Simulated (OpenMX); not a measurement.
The system is V.

```xyz
1
Lattice="-1.5144 1.5144 1.5144 1.5144 -1.5144 1.5144 1.5144 1.5144 -1.5144" Properties=species:S:1:pos:R:3 pbc="T T T"
V     0.0000    0.0000    0.0000
```

* Program: OpenMX 3.8.5
* Task: single point
* Functional: PBE
* Potentials or basis: OpenMX 2013 PBE set, V6.0-s3p2d1, grid cutoff 350 Ry
* k mesh: 13 × 13 × 13
* Occupations: fermi-dirac, width 0.05 eV
* Spin: collinear spin, ferromagnetic start
* Starting moments: [2.0] μB

On this cell: pressure -9.8 GPa; net moment 0.00 μB per cell; band gap on the k mesh none (metal or under the smearing width).

The same run follows on a disturbed copy (cell strained at random at fixed volume):

```
CELL_PARAMETERS angstrom
-1.51699 1.52013 1.57756
1.49873 -1.47807 1.51724
1.50658 1.46766 -1.53549
ATOMIC_POSITIONS crystal
V 0.01027 0.00456 0.99881
```

Problem. What changes?

Solution. The energy (extrapolated to zero smearing) moves by +4.4 meV/atom; pressure -9.7 GPa; net moment 0.00 μB per cell; band gap on the k mesh none (metal or under the smearing width).

Caveats: the transition metal has a single d function, too few for pressures, volumes and moments; the basis of atomic orbitals isn't converged, which shifts pressures, moduli and gaps.
